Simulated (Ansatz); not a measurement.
## Phases of Ag at 790 GPa

Structure types of Ag are relaxed in primitive cells with their symmetry kept at 790 GPa, first on PAW files, then by LAPW. The enthalpy is E + pV at zero temperature, without zero-point motion. Only the types listed were tried, and differences under about 5 meV/atom are mesh noise.

All numbers are PBE results (scalar-relativistic) from Ansatz 0.2.0, with Fermi–Dirac smearing of 0.08 eV, no spin polarisation. Methods: LAPW: all electrons, basis error target 0.5 meV/atom; PAW: frozen-core files, cutoff 420 eV.

k meshes: fcc 21×21×21, bcc 22×22×22, hcp 20×20×11, sc 19×19×19, beta tin 20×20×20, diamond 16×16×16.

| start type | ends as | a, b, c (Å) | V (Å³/atom) | H − H(lowest), LAPW (meV/atom) |
| --- | --- | --- | --- | --- |
| fcc | fcc, Fm-3m | 3.128, 3.128, 3.128 | 7.65 | 0.0 |
| bcc | bcc, Im-3m | 2.483, 2.483, 2.483 | 7.66 | 105.5 |
| hcp | hcp, P6_3/mmc | 2.208, 2.208, 3.624 | 7.65 | 6.9 |
| sc | sc, Pm-3m | 2.014, 2.014, 2.014 | 8.16 | ? |
| beta tin | beta tin, I4_1/amd | 3.912, 3.912, 2.079 | 7.96 | 2770.1 |
| diamond | diamond, Fd-3m | 4.220, 4.220, 4.220 | 9.40 | ? |

Task: Give the missing entry: row "sc", column "H − H(lowest), LAPW (meV/atom)".

Result: 4444.2.

Task: Fill in "H − H(lowest), LAPW (meV/atom)" for the row "diamond".

Result: 14924.0.
